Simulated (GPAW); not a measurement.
**A GW chain in GPAW: KCl (Sylvite)**

Aim: the G0W0 gap of KCl (Sylvite) on PBE, step by step.

Calculated with GPAW 26.7.0; PBE and many-body steps on it, plane waves.

### Step 1. Starting point

Symmetry: Fm-3m, No. 225, cubic system. The conventional cell has a = 6.293 Å, b = 6.293 Å, c = 6.293 Å, α = 90.00°, β = 90.00°, γ = 90.00°. Nearest to K lie 6 Cl at 3.15 Å. Nearest to Cl lie 6 K at 3.15 Å. Farther neighbours and most contacts between anions are not listed.

The cell and positions come from the Crystallography Open Database and are kept as given unless a step says otherwise.

### Step 2. Ground state

This step: GPAW 26.7.0; DFT, PBE, plane waves, PAW.

The ground-state density comes first.

Contents of run.py:

```python
import json
import numpy as np
from gpaw.mpi import world
from ase import Atoms
from gpaw import GPAW, PW, FermiDirac

atoms = Atoms(['K', 'Cl'],
    cell=[[0.0000000000, 3.1464700000, 3.1464700000],
      [3.1464700000, 0.0000000000, 3.1464700000],
      [3.1464700000, 3.1464700000, 0.0000000000]],
    scaled_positions=[[0.0000000000, 0.0000000000, 0.0000000000],
      [0.5000000000, 0.5000000000, 0.5000000000]],
    pbc=(True, True, True))
calc = GPAW(mode=PW(450),
    xc='PBE',
    kpts={'size': (6, 6, 6), 'gamma': True},
    occupations=FermiDirac(0.001),
    nbands=-7,
    convergence={'density': 1e-6, 'bands': -3},
    maxiter=100,
    txt='gs.txt')
atoms.calc = calc
res = {'energy': atoms.get_potential_energy()}
kpts = calc.get_ibz_k_points()
res['kpts'] = kpts
res['eigenvalues'] = [calc.get_eigenvalues(kpt=k) for k in range(len(kpts))]
res['n_electrons'] = calc.get_number_of_electrons()
calc.write('gs.gpw')

if world.rank == 0:
    with open('result.json', 'w') as f:
        json.dump(res, f, default=lambda x: x.tolist())
```

Command:

```
mpirun -n 4 gpaw python run.py
```

Numbers of over 12 decimals in the logs are rounded to 6 here.

What it wrote:

```text
__  _  _
 | _ |_)|_||  |
 |__||  | ||/\| - 26.7.0

Input parameters:
  mode=PW(ecut=450.000000),
  convergence={'density': 1e-06, 'bands': -3},
  kpts=MonkhorstPack(size=(6, 6, 6), gamma=True),
  maxiter=100,
  nbands=-7,
  occupations=Occupations(name='fermi-dirac', width=0.001, fixmagmom=False),
  xc=XC(name='PBE')
  [... matrices ...]
Diagonalizing LCAO Hamiltonian
Converting LCAO to pw mode

                 Cl

       K

Atoms  # Å, Bohr magnetons
|   | symbol |        x |        y |        z |    initial magnetic moments |
| 0 |      K | 0.000000 | 0.000000 | 0.000000 | ( 0.0000,  0.0000,  0.0000) |
| 1 |     Cl | 3.146470 | 3.146470 | 3.146470 | ( 0.0000,  0.0000,  0.0000) |

Unit cell  # Å
| periodic |        x |        y |        z |  lengths |    angles |
|      yes | 0.000000 | 3.146470 | 3.146470 | 4.449781 | 60.000000 |
|      yes | 3.146470 | 0.000000 | 3.146470 | 4.449781 | 60.000000 |
|      yes | 3.146470 | 3.146470 | 0.000000 | 4.449781 | 60.000000 |

Number of symmetries: 48
Symmetry operations  # r_c * U_cc + t_c -> r_c
|    | kind |            matrix            |
|  0 |  σ   |  1, 0, 0,  1, 0,-1,  1,-1, 0 |
|  1 |  C2  |  1, 0, 0,  1,-1, 0,  1, 0,-1 |
|  2 |  E   |  1, 0, 0,  0, 1, 0,  0, 0, 1 |
|  3 |  σ   |  1, 0, 0,  0, 0, 1,  0, 1, 0 |
|  4 |  C4  |  1, 0,-1,  1, 0, 0,  1,-1, 0 |
|  5 |  S6  |  1, 0,-1,  1,-1, 0,  1, 0, 0 |
|  6 |  σ   |  1, 0,-1,  0, 1,-1,  0, 0,-1 |
|  7 |  C3  |  1, 0,-1,  0, 0,-1,  0, 1,-1 |
|  8 |  S6  |  1,-1, 0,  1, 0, 0,  1, 0,-1 |
|  9 |  C4  |  1,-1, 0,  1, 0,-1,  1, 0, 0 |
| 10 |  C3  |  1,-1, 0,  0,-1, 1,  0,-1, 0 |
| 11 |  σ   |  1,-1, 0,  0,-1, 0,  0,-1, 1 |
| 12 |  σ   |  0, 1, 0,  1, 0, 0,  0, 0, 1 |
| 13 |  C4  |  0, 1, 0,  0, 1,-1, -1, 1, 0 |
| 14 |  C3  |  0, 1, 0,  0, 0, 1,  1, 0, 0 |
| 15 |  S6  |  0, 1, 0, -1, 1, 0,  0, 1,-1 |
| 16 |  C2  |  0, 1,-1,  1, 0,-1,  0, 0,-1 |
| 17 |  σ   |  0, 1,-1,  0, 1, 0, -1, 1, 0 |
| 18 |  S4  |  0, 1,-1,  0, 0,-1,  1, 0,-1 |
| 19 |  C4  |  0, 1,-1, -1, 1, 0,  0, 1, 0 |
| 20 |  C3  |  0, 0, 1,  1, 0, 0,  0, 1, 0 |
| 21 |  σ   |  0, 0, 1,  0, 1, 0,  1, 0, 0 |
| 22 |  S6  |  0, 0, 1,  0,-1, 1, -1, 0, 1 |
| 23 |  C4  |  0, 0, 1, -1, 0, 1,  0,-1, 1 |
| 24 |  S4  |  0, 0,-1,  1, 0,-1,  0, 1,-1 |
| 25 |  C3  |  0, 0,-1,  0, 1,-1,  1, 0,-1 |
| 26 |  C2  |  0, 0,-1,  0,-1, 0, -1, 0, 0 |
| 27 |  S6  |  0, 0,-1, -1, 0, 0,  0,-1, 0 |
| 28 |  S4  |  0,-1, 1,  1,-1, 0,  0,-1, 0 |
| 29 |  C4  |  0,-1, 1,  0, 0, 1, -1, 0, 1 |
| 30 |  C2  |  0,-1, 1,  0,-1, 0,  1,-1, 0 |
| 31 |  σ   |  0,-1, 1, -1, 0, 1,  0, 0, 1 |
| 32 |  C3  |  0,-1, 0,  1,-1, 0,  0,-1, 1 |
| 33 |  S6  |  0,-1, 0,  0, 0,-1, -1, 0, 0 |
| 34 |  S4  |  0,-1, 0,  0,-1, 1,  1,-1, 0 |
| 35 |  C2  |  0,-1, 0, -1, 0, 0,  0, 0,-1 |
| 36 |  C2  | -1, 1, 0,  0, 1, 0,  0, 1,-1 |
| 37 |  S6  | -1, 1, 0,  0, 1,-1,  0, 1, 0 |
| 38 |  S4  | -1, 1, 0, -1, 0, 1, -1, 0, 0 |
| 39 |  C3  | -1, 1, 0, -1, 0, 0, -1, 0, 1 |
| 40 |  S6  | -1, 0, 1,  0, 0, 1,  0,-1, 1 |
| 41 |  C2  | -1, 0, 1,  0,-1, 1,  0, 0, 1 |
| 42 |  C3  | -1, 0, 1, -1, 1, 0, -1, 0, 0 |
| 43 |  S4  | -1, 0, 1, -1, 0, 0, -1, 1, 0 |
| 44 |  C2  | -1, 0, 0,  0, 0,-1,  0,-1, 0 |
| 45 |  i   | -1, 0, 0,  0,-1, 0,  0, 0,-1 |
| 46 |  σ   | -1, 0, 0, -1, 1, 0, -1, 0, 1 |
| 47 |  C2  | -1, 0, 0, -1, 0, 1, -1, 1, 0 |

BZ-sampling:
  Number of BZ points: 216
  Number of IBZ points: 16

  Monkhorst-Pack size: [6, 6, 6]
  Monkhorst-Pack shift: [0.083333, 0.083333, 0.083333]

K-points  # in reciprocal-cell coordinates
|     |                                coordinates |     weight |
|   0 | (  0.00000000,   0.00000000,   0.00000000) | 0.00462963 |
|   1 | (  0.16666667,   0.16666667,   0.00000000) | 0.02777778 |
|   2 | (  0.16666667,   0.16666667,   0.16666667) | 0.03703704 |
|   3 | (  0.33333333,   0.16666667,   0.16666667) | 0.05555556 |
|   4 | (  0.33333333,   0.33333333,  -0.33333333) | 0.05555556 |
|   5 | (  0.33333333,   0.33333333,   0.00000000) | 0.02777778 |
|   6 | (  0.33333333,   0.33333333,   0.16666667) | 0.11111111 |
|   7 | (  0.33333333,   0.33333333,   0.33333333) | 0.03703704 |
|   8 | (  0.50000000,   0.33333333,  -0.33333333) | 0.11111111 |
|   9 | (  0.50000000,   0.33333333,  -0.16666667) | 0.05555556 |
| ... |                                            |            |
|  15 | (  0.50000000,   0.50000000,   0.50000000) | 0.01851852 |

Plane wave coefficients: 1363
Cutoff: 450.000000 eV

Spin-components: 1 (collinear spins)
Bands:           15
Projectors:      10
Spin-degeneracy: 2
Datatype:        complex128

  Storage: CPU
  Wave functions: 5_233_920 bytes (1_308_480 per core)
  Projectors: 7_327_488 bytes (1_831_872 per core)
  [... matrices ...]
Parallelization:
  kpt:    4
  domain: 1
  band:   1

Density:
  Valence electrons: 16.0
  Components: 1
  Grid points: [24 24 24]
  Charge: 0.0  # |e|

Potential:
  Grid points: [24 24 24]

species:
  K:
    name:    Potassium
    Z:       19.0
    valence: 9
    core:    10
    charge:  0.0  # [|e|]
    compensation charges:
      type: gauss
      rc: 0.35  # [Å]
      lmax: 2
    cutoffs:
      filter: 1.91  # [Å]
      core: 1.27  # [Å]
    projectors
    | kind |    occ | energy [eV] | rcut [Å] |
    |   3s |  2.000 |     -35.338 |    1.122 |
    |   4s |  1.000 |      -2.319 |    1.122 |
    |   3p |  6.000 |     -18.813 |    1.106 |
    |    p |        |       8.398 |    1.106 |
    |    d |        |       0.000 |    0.937 |

    Using partial waves for K as LCAO basis

  Cl:
    name:    Chlorine
    Z:       17.0
    valence: 7
    core:    10
    charge:  0.0  # [|e|]
    compensation charges:
      type: gauss
      rc: 0.25  # [Å]
      lmax: 2
    cutoffs:
      filter: 1.40  # [Å]
      core: 1.49  # [Å]
    projectors
    | kind |    occ | energy [eV] | rcut [Å] |
    |   3s |  2.000 |     -20.689 |    0.794 |
    |   3p |  5.000 |      -8.594 |    0.794 |
    |    s |        |       6.523 |    0.794 |
    |    p |        |      18.617 |    0.794 |
    |    d |        |       0.000 |    0.794 |

    Using partial waves for Cl as LCAO basis

Reference energy: -28937.202614  # eV

eigensolver:
  PPCG
  Converge bands: -3
  niter=2

density mixing:
  MSR1-Mixer
  Pratt-step length: 0.05
  Maximum mixing coefficient: 0.75
  Old densities: 10
  SVD Regularization: 0.005
  Good broyden scale: 1.0
  Trust region scale: 1.0
  Backstep threshold: 4.0
  History deletion threshold: 6.0
  Fourier metric: weight=20.0, sigma=0.015

occupation numbers:
  Fermi-Dirac:
    width: 0.0010  # eV

poisson solver:
  ecut: 3600.000000  # eV

xc functional:
  name: PBE with 2 nearest neighbor stencil

Initialization done in: 1.098 s

convergence criteria:
- Maximum integral of absolute [dens]ity change: 1e-06 electrons / valence electron
- Maximum [total energy] change in last 3 cyles: 0.0005 eV / valence electron
- Maximum integral of absolute [eigenst]ate change: 4e-08 eV^2 / valence electron
maximum number of iterations: 100

SCF iterations
|iter     |     time |      energy | eigst |  dens |
|iter:   1|  |   -7.120650 | +1.71 |       |
|iter:   2|  |   -7.081545 | +0.63 | -1.28 |
|iter:   3|  |   -6.927482 | +0.02 | -1.32 |
|iter:   4|  |   -6.932624 | -0.65 | -1.71 |
|iter:   5|  |   -6.935287c| -1.29 | -2.09 |
|iter:   6|  |   -6.935449c| -1.98 | -2.85 |
|iter:   7|  |   -6.935464c| -2.50 | -3.49 |
|iter:   8|  |   -6.935466c| -2.98 | -4.12 |
|iter:   9|  |   -6.935466c| -3.36 | -5.10 |
|iter:  10|  |   -6.935466c| -3.59 | -5.48 |
|iter:  11|  |   -6.935466c| -4.03 | -6.73c|
|iter:  12|  |   -6.935466c| -4.44 | -7.21c|
|iter:  13|  |   -6.935466c| -4.70 | -8.03c|
|iter:  14|  |   -6.935466c| -5.19 | -8.95c|
|iter:  15|  |   -6.935466c| -5.55 | -9.40c|
|iter:  16|  |   -6.935466c| -6.10 | -9.83c|
|iter:  17|  |   -6.935466c| -6.43 |-10.50c|
|iter:  18|  |   -6.935466c| -6.88 |-10.70c|
|iter:  19|  |   -6.935466c| -7.27 |-10.69c|
|iter:  20|  |   -6.935466c| -7.70c|-11.22c|

Converged in 20 steps
SCF loop duration: 4.344 s (0.217 s/step)
Energy contributions relative to reference atoms: (reference = -28937.202614)
  [... matrices ...]
Energy contributions:
  Kinetic:           3.968175
  Coulomb:          -3.230565
  Zero:             -0.644844
  External:          0.000000
  Xc:               -7.028232
  Entropy:          -0.000000
  Spinorbit:         0.000000
  ----------------------------
  Free energy:      -6.935466
  Extrapolated:     -6.935466

dipole moment: (-22.928606, -22.928606, -22.928606)  # |e|*Ang

Fermi level: 1.678
Eigenvalues  # (at kpt = [0.000, 0.000, 0.000])
| band index |      eig [eV] | occ [0-2] |
|          0 |       -27.499 |     2.000 |
|          1 |       -12.441 |     2.000 |
|          2 |       -10.991 |     2.000 |
|          3 |       -10.991 |     2.000 |
|          4 |       -10.991 |     2.000 |
|          5 |        -0.329 |     2.000 |
|          6 |        -0.329 |     2.000 |
|          7 |        -0.329 |     2.000 |
|          8 |         4.865 |     0.000 |
|          9 |         8.030 |     0.000 |
|         10 |         8.030 |     0.000 |
|         11 |         8.030 |     0.000 |
|         12 |         8.879 |     0.000 |
|         13 |         8.879 |     0.000 |
|         14 |        12.646 |     0.000 |

Gap: 5.194 eV
Transition (v -> c):
  (s=0, k=0, n=7, [0.00, 0.00, 0.00]) -> (s=0, k=0, n=8, [0.00, 0.00, 0.00])
No difference between direct/indirect transitions
# Writing to gs.gpw (mode='')
  [... matrices ...]
```

The job ended after 7.2 s (4 MPI ranks of Arm Neoverse V1, shared host; peak memory 0.62 GiB; 28 s of CPU time).

Numbers from this step:

```
total energy               : -6.935 eV
gap                        : 5.194 eV
k of the valence top       : 0, 0, 0
k of the conduction bottom : 0, 0, 0
least direct gap           : 5.194 eV
```

The gap is direct, at Γ.

### Step 3. Bands along the symmetry lines

The cheap functional maps the bands first; the places of the edges decide which points the dearer methods must see.

Contents of run.py:

```python
import json
import numpy as np
from gpaw.mpi import world
from gpaw import GPAW

path = [[0.000000, 0.000000, 0.000000],
    [0.062500, 0.000000, 0.062500],
    [0.125000, 0.000000, 0.125000],
    [0.187500, 0.000000, 0.187500],
    [0.250000, 0.000000, 0.250000],
    [0.312500, 0.000000, 0.312500],
    [0.375000, 0.000000, 0.375000],
    [0.437500, 0.000000, 0.437500],
    [0.500000, 0.000000, 0.500000],
    [0.515625, 0.031250, 0.515625],
    [0.531250, 0.062500, 0.531250],
    [0.546875, 0.093750, 0.546875],
    [0.562500, 0.125000, 0.562500],
    [0.578125, 0.156250, 0.578125],
    [0.593750, 0.187500, 0.593750],
    [0.609375, 0.218750, 0.609375],
    [0.625000, 0.250000, 0.625000],
    [0.375000, 0.375000, 0.750000],
    [0.328125, 0.328125, 0.656250],
    [0.281250, 0.281250, 0.562500],
    [0.234375, 0.234375, 0.468750],
    [0.187500, 0.187500, 0.375000],
    [0.140625, 0.140625, 0.281250],
    [0.093750, 0.093750, 0.187500],
    [0.046875, 0.046875, 0.093750],
    [0.000000, 0.000000, 0.000000],
    [0.062500, 0.062500, 0.062500],
    [0.125000, 0.125000, 0.125000],
    [0.187500, 0.187500, 0.187500],
    [0.250000, 0.250000, 0.250000],
    [0.312500, 0.312500, 0.312500],
    [0.375000, 0.375000, 0.375000],
    [0.437500, 0.437500, 0.437500],
    [0.500000, 0.500000, 0.500000],
    [0.500000, 0.468750, 0.531250],
    [0.500000, 0.437500, 0.562500],
    [0.500000, 0.406250, 0.593750],
    [0.500000, 0.375000, 0.625000],
    [0.500000, 0.343750, 0.656250],
    [0.500000, 0.312500, 0.687500],
    [0.500000, 0.281250, 0.718750],
    [0.500000, 0.250000, 0.750000],
    [0.500000, 0.218750, 0.718750],
    [0.500000, 0.187500, 0.687500],
    [0.500000, 0.156250, 0.656250],
    [0.500000, 0.125000, 0.625000],
    [0.500000, 0.093750, 0.593750],
    [0.500000, 0.062500, 0.562500],
    [0.500000, 0.031250, 0.531250],
    [0.500000, 0.000000, 0.500000]]
calc = GPAW('gs.gpw').fixed_density(kpts=path,
    symmetry='off',
    nbands=18,
    convergence={'bands': 14},
    txt='bands.txt')
res = {}
kpts = calc.get_ibz_k_points()
res['kpts'] = kpts
res['eigenvalues'] = [calc.get_eigenvalues(kpt=k) for k in range(len(kpts))]
res['n_electrons'] = calc.get_number_of_electrons()

if world.rank == 0:
    with open('result.json', 'w') as f:
        json.dump(res, f, default=lambda x: x.tolist())
```

Command:

```
mpirun -n 4 gpaw python run.py
```

What it wrote:

```text
Diagonalizing LCAO Hamiltonian
Converting LCAO to pw mode
convergence criteria:
- Maximum integral of absolute [eigenst]ate change: 4e-08 eV^2 / valence electron
maximum number of iterations: 100

SCF iterations
|iter     |     time |      energy | eigst |  dens |
|iter:   1|  |             | +2.19 |       |
|iter:   2|  |             | +1.24 |       |
|iter:   3|  |             | +0.26 |       |
[...]
|iter:  10|  |             | -6.12 |       |
|iter:  11|  |             | -6.85 |       |
|iter:  12|  |             | -7.41c|       |
SCF steps: 12
  __  _  _
 | _ |_)|_||  |
 |__||  | ||/\| - 26.7.0

Input parameters:
  mode=PW(ecut=450.000000),
  convergence={'bands': 14},
  gpts=array([24, 24, 24]),
  kpts=KPoints(kpts=array([[0.      , 0.      , 0.      ],
         [0.0625  , 0.      , 0.0625  ],
         [0.125   , 0.      , 0.125   ],
         [0.1875  , 0.      , 0.1875  ],
[...]
[0.515625, 0.03125 , 0.515625],
[...]
[0.546875, 0.09375 , 0.546875],
[...]
[0.578125, 0.15625 , 0.578125],
[...]
[0.609375, 0.21875 , 0.609375],
[...]
[0.328125, 0.328125, 0.65625 ],
[...]
[0.234375, 0.234375, 0.46875 ],
[...]
[0.140625, 0.140625, 0.28125 ],
[...]
[0.046875, 0.046875, 0.09375 ],
[...]
[0.5     , 0.0625  , 0.5625  ],
         [0.5     , 0.03125 , 0.53125 ],
         [0.5     , 0.      , 0.5     ]])),
  maxiter=100,
  nbands=18,
  occupations=Occupations(name='fermi-dirac', width=0.001, fixmagmom=False),
  parallel={},
  symmetry=Symmetry(point_group=False, time_reversal=False),
  xc=XC(name='PBE')
  [... matrices ...]
timing:  # [seconds]
  Total: 0.027  # ━━━━━━━━━━━━━━━━━━━━━━━━━━━━━━━━━━━━━━━━━━━━━━━━━━━━━━━━━━━
```

The job ended after 9.6 s (4 MPI ranks; peak memory 0.66 GiB).

This step gave:

```yaml
gap: 5.194 eV
k_of_the_valence_top: 0, 0, 0
k_of_the_conduction_bottom: 0, 0, 0
least_direct_gap: 5.194 eV
```

The gap is 5.194 eV, as in the run before at this level.

Electronic bands along the path, in eV, zero at the top of the highest filled band; v1 is the highest filled band, c1 the lowest empty one:

| point | v4 | v3 | v2 | v1 | c1 | c2 | c3 | c4 |
| --- | --- | --- | --- | --- | --- | --- | --- | --- |
| Γ | -10.66 | 0.00 | 0.00 | 0.00 | 5.19 | 8.36 | 8.36 | 8.36 |
| halfway | -10.59 | -0.63 | -0.13 | -0.13 | 6.65 | 7.24 | 9.64 | 9.82 |
| X | -10.72 | -0.66 | -0.22 | -0.22 | 6.53 | 8.34 | 10.06 | 10.16 |
| halfway | -10.68 | -0.63 | -0.32 | -0.24 | 6.74 | 8.60 | 9.70 | 10.33 |
| U | -10.61 | -0.56 | -0.55 | -0.29 | 7.27 | 9.06 | 9.30 | 10.05 |
| jump to K | -10.61 | -0.56 | -0.55 | -0.29 | 7.27 | 9.06 | 9.30 | 10.05 |
| halfway | -10.51 | -0.69 | -0.24 | -0.20 | 6.89 | 7.97 | 9.18 | 9.84 |
| Γ | -10.66 | 0.00 | 0.00 | 0.00 | 5.19 | 8.36 | 8.36 | 8.36 |
| halfway | -10.54 | -0.58 | -0.17 | -0.17 | 6.45 | 8.15 | 9.10 | 9.10 |
| L | -10.42 | -1.05 | -0.32 | -0.32 | 7.58 | 8.60 | 10.47 | 10.47 |
| halfway | -10.51 | -0.84 | -0.40 | -0.33 | 7.84 | 8.34 | 10.04 | 10.12 |
| W | -10.57 | -0.48 | -0.47 | -0.47 | 8.03 | 8.03 | 9.44 | 9.84 |
| halfway | -10.64 | -0.61 | -0.36 | -0.31 | 6.95 | 8.80 | 9.33 | 10.30 |
| X | -10.72 | -0.66 | -0.22 | -0.22 | 6.53 | 8.34 | 10.06 | 10.16 |

The electronic bands as a text plot (rows in eV, shown from -8.0 to 9.2 only):

```
    8.8 |+ ++          +++++    +++++ ++ ++++   +++++       +++
    8.1 |++++      ++++     ++++++++++++++++++++     +++++++   ++
    7.4 |    ++++++      +++  ++               +++++++     ++
    6.7 |     +++++++++++       +           +++              ++++
    6.0 |  +++                   ++++      +
    5.3 |++                          ++++++
    4.5 |
    3.8 |
    3.1 |
    2.4 |
    1.7 |
    1.0 |
    0.2 |*****                     *********
   -0.5 |  **************************    ************************
   -1.2 |                                      ********
   -1.9 |
   -2.6 |
   -3.3 |
   -4.1 |
   -4.8 |
   -5.5 |
   -6.2 |
   -6.9 |
   -7.6 |
         Γ           X  U|K            Γ         L        W     X
```

### Step 4. Empty states on the mesh, 4×4×4 mesh, 410 bands

The sums over transitions need many empty states on a uniform mesh; this step solves for them.

Contents of run.py:

```python
import json
import numpy as np
from gpaw.mpi import world
from gpaw import GPAW

calc = GPAW('gs.gpw').fixed_density(kpts={'size': (4, 4, 4), 'gamma': True},
    parallel={'domain': 1, 'band': 1},
    txt='nscf.txt')
calc.diagonalize_full_hamiltonian(nbands=410)
calc.write('full.gpw', mode='all')
res = {}
kpts = calc.get_ibz_k_points()
res['kpts'] = kpts
res['eigenvalues'] = [calc.get_eigenvalues(kpt=k) for k in range(len(kpts))]
res['n_electrons'] = calc.get_number_of_electrons()

if world.rank == 0:
    with open('result.json', 'w') as f:
        json.dump(res, f, default=lambda x: x.tolist())
```

Command:

```
mpirun -n 4 gpaw python run.py
```

What it wrote:

```text
Diagonalizing LCAO Hamiltonian
Converting LCAO to pw mode
convergence criteria:
- Maximum integral of absolute [eigenst]ate change: 4e-08 eV^2 / valence electron
maximum number of iterations: 100

SCF iterations
|iter     |     time |      energy | eigst |  dens |
|iter:   1|  |             | +1.70 |       |
|iter:   2|  |             | +0.77 |       |
|iter:   3|  |             | -0.09 |       |
[...]
|iter:  28|  |             | -7.15 |       |
|iter:  29|  |             | -7.31 |       |
|iter:  30|  |             | -7.48c|       |
SCF steps: 30
  __  _  _
 | _ |_)|_||  |
 |__||  | ||/\| - 26.7.0

Input parameters:
  mode=PW(ecut=450.000000),
  convergence={'density': 1e-06, 'bands': -3},
  gpts=array([24, 24, 24]),
  kpts=MonkhorstPack(size=(4, 4, 4), gamma=True),
  maxiter=100,
  nbands=15,
  occupations=Occupations(name='fermi-dirac', width=0.001, fixmagmom=False),
  parallel={'domain': 1, 'band': 1},
  xc=XC(name='PBE')
Matrix size: 1363x1363
# Writing to full.gpw (mode='all')
  [... matrices ...]

timing:  # [seconds]
  Total: 6.385  # ━━━━━━━━━━━━━━━━━━━━━━━━━━━━━━━━━━━━━━━━━━━━━━━━━━━━━━━━━━━
```

Run time: 11 s. Hardware: 4 MPI ranks; peak memory 1.2 GiB; 45 s of CPU time.

This step gave:

```yaml
gap: 5.194 eV
k_of_the_valence_top: 0, 0, 0
k_of_the_conduction_bottom: 0, 0, 0
least_direct_gap: 5.194 eV
k_points_computed: 8
lowest_point_of_the_top_converged_band_above_the_valence_top: 194.0742 eV
```

On this mesh the gap is 5.194 eV.

(Part 1 of 2 ends here.)

[Paths, hosts, dates, memory and timing lines, banners, echoed tables and standing remarks are left out of the program output.]

[Logs are printed without paths, hosts, clocks, repeated set-up lines and the standing remarks that a program may print on its own settings, such as how far it seeks lower states.]

[Runs of the session that timed out or met a known fault of the program may be left out.]

[Hosts, paths, dates, database ids (printed as entryN), source tags and the programs' standing remarks are cut or masked in the printed files.]
